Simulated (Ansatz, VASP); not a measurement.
SnTe: VASP beside Ansatz

File INCAR:

```
SYSTEM = SnTe
PREC = Accurate
ENCUT = 520
EDIFF = 1E-6
ISMEAR = 0
SIGMA = 0.03
LREAL = .FALSE.
LASPH = .TRUE.
NELM = 60
ALGO = Normal
ISIF = 2
LWAVE = .FALSE.
LCHARG = .FALSE.
GGA = CA
NBANDS = 17
```

File KPOINTS:

```
regular mesh
0
G
  10 10 10
  0 0 0
```

Contents of POSCAR:

```
SnTe
1.0
    0.0000000000      3.0933700000      3.1565000000
    3.1565000000      0.0000000000      3.1565000000
    3.1565000000      3.0933700000      0.0000000000
Sn Te
1 1
Direct
    0.0000000000      0.0000000000      0.0000000000
    0.5000000000      0.5000000000      0.5000000000
```

Input for Ansatz:

```yaml
crystal:
  lattice:
    - [0.0, 3.09337, 3.1565]
    - [3.1565, 0.0, 3.1565]
    - [3.1565, 3.09337, 0.0]
  atoms:
    - { symbol: Sn, position: [0.0, 0.0, 0.0] }
    - { symbol: Te, position: [0.5, 0.5, 0.5] }
basis:
  ecutwfc: 420
kpoints:
  mp_grid: { grid: [10, 10, 10] }
hamiltonian:
  xc: lda
scf:
  occupations: { method: gaussian, width: 0.03 }
output:
  forces: true
  stress: true
  eigenvalues: true
```

Change from the starting cell: strain -0.0200 x Voigt [0, 1, 0, 0, 0, 0], atoms carried along.

Alike in both runs: task single point; functional LDA; k mesh 10 × 10 × 10; occupations gaussian, width 0.03 eV; no spin polarisation.

|  | VASP | Ansatz |
| --- | --- | --- |
| version | VASP 6.6.1 | Ansatz 0.2.0 |
| potentials or method | VASP PAW LDA potentials, release 64 (Sn_d, Te) | scalar-relativistic, plane waves, PAW |
| plane-wave cutoff (eV) | 520 | 420 |
| valence electrons in the cell | 20 | 30 |

```csv
,VASP,Ansatz,Ansatz less VASP
gap on the k mesh at the Fermi level (eV),0.19,0.17,-0.014
least direct gap on the mesh (eV),0.19,0.17,-0.014
pressure (GPa),-0.7,-0.8,-0.04
largest component of the traceless stress (GPa),1.87,1.85,-0.015
```

The two sets of potentials don't hold the same shells in valence.

Caveats: spin-orbit coupling is left out, which moves the levels of the heavy elements.
